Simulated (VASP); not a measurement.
Here is the system:

```xyz
2
Lattice="0.0000 3.0919 3.0919 3.0919 0.0000 3.0919 3.0919 3.0919 0.0000" Properties=species:S:1:pos:R:3 pbc="T T T"
Zn     0.0000     0.0000     0.0000
Te     1.5460     1.5460     1.5460
```

Calculation: B3LYP hybrid, VASP's PBE PAW potentials (set 64) (plane waves; VASP). Numerical set-up: 520 eV cut-off, 6×6×6 Γ-centred mesh, Gaussian smearing of 0.050 eV, potentials Zn Te.

Unless said otherwise, spin-orbit coupling is left out, though it shifts the bands of the heavy elements here.

What does the run give for the energy per atom (σ→0), pressure, band gap (over the mesh, the named points and PBE's band edges) with the smallest direct gap where there is one?

```json
{
  "band gap (over the mesh, the named points and PBE's band edges)": "2.17 eV",
  "smallest direct gap (over the mesh, the named points and PBE's band edges)": "2.17 eV",
  "energy per atom (σ→0)": "-2.821 eV/atom",
  "pressure": "1.26 GPa"
}
```

Only differences to runs with the same potentials and settings are physical.

The compound is ZnTe in the zinc blende structure. It was relaxed first.
